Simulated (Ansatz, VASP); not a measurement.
# Ca in VASP and in Ansatz

The input INCAR:

```
SYSTEM = Ca
PREC = Accurate
ENCUT = 520
EDIFF = 1E-6
ISMEAR = 0
SIGMA = 0.1
LREAL = .FALSE.
LASPH = .TRUE.
NELM = 100
ALGO = Fast
ISIF = 2
LWAVE = .FALSE.
LCHARG = .TRUE.
GGA = PS
LELF = .TRUE.
LVHAR = .TRUE.
NBANDS = 11
```

File KPOINTS:

```
regular mesh
0
G
  14 14 14
  0 0 0
```

Contents of POSCAR:

```
Ca
1.0
   -2.0184771616      1.9350434601      2.4418800595
    2.0184771616     -1.9350434601      2.4418800595
    2.0184771616      1.9350434601     -2.4418800595
Ca
1
Direct
    0.5000000000      0.5000000000      0.0000000000
```

Input for Ansatz:

```yaml
crystal:
  lattice:
    - [-2.0184771616, 1.9350434601, 2.4418800595]
    - [2.0184771616, -1.9350434601, 2.4418800595]
    - [2.0184771616, 1.9350434601, -2.4418800595]
  atoms:
    - { symbol: Ca, position: [0.5, 0.5, 0.0] }
basis:
  ecutwfc: 420
kpoints:
  mp_grid: { grid: [14, 14, 14] }
hamiltonian:
  xc: pbesol
scf:
  occupations: { method: gaussian, width: 0.1 }
output:
  forces: true
  stress: true
  eigenvalues: true
  write_density: true
  write_potential: true
  elf: true
  volumetric_format: npy
```

Alike in both runs: task single point; functional PBEsol; k mesh 14 × 14 × 14; occupations gaussian, width 0.1 eV; no spin polarisation.

```csv
,VASP,Ansatz
version,VASP 6.6.1,Ansatz 0.2.0
potentials or method,"VASP PAW PBE potentials, release 64 (Ca_sv)","scalar-relativistic, plane waves, PAW"
plane-wave cutoff (eV),520,420
valence electrons in the cell,10,10
```

```csv
,VASP,Ansatz,Ansatz less VASP
gap on the k mesh at the Fermi level (eV),none,none,-
pressure (GPa),1.2,1.2,-0.03
largest component of the traceless stress (GPa),0.43,0.44,0.000
```

A gap of «none» marks a metal or a gap that the smearing closes. With one functional, cell and mesh, what is left measures potentials, basis and numerics.

Caveats: the PAW data sets were made with another functional, which shifts forces and pressure a little (VASP).
